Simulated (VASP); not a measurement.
A run of VASP 6.6.1 is set up as follows.

INCAR

```
  ALGO = Normal
  EDIFF = 1E-7
  ENCUT = 520
  GGA = RE
  ISIF = 2
  ISMEAR = -1
  LASPH = T
  LCHARG = T
  LELF = T
  LREAL = F
  LVHAR = T
  LWAVE = F
  NBANDS = 7
  NELM = 60
  PREC = Accurate
  SIGMA = 0.1
```

Contents of KPOINTS:

```
k-points
0
Gamma
  20 20 20
```

The input POSCAR:

```
Be
1.0
   -1.2074638378      1.2074638378      1.2074638378
    1.2074638378     -1.2074638378      1.2074638378
    1.2074638378      1.2074638378     -1.2074638378
Be
1
Direct
    0.0000000000      0.0000000000      0.0000000000
```

Potentials or basis: VASP PAW PBE potentials, release 64 (Be).

The run is started by

```sh
$ cat potpaw_PBE.64/Be/POTCAR > POTCAR
$ mpirun -np 1 vasp_std > vasp.out
```

Task: Estimate the pressure.

Result: 18.7 GPa.

Task: Estimate the band gap on the k mesh.

Result: None (metal or under the smearing width).

Caveat: so large a pressure means that the cell lies far from this level's equilibrium, or that cutoff or potentials fall short; the potentials were made for another functional, which shifts forces and pressure.
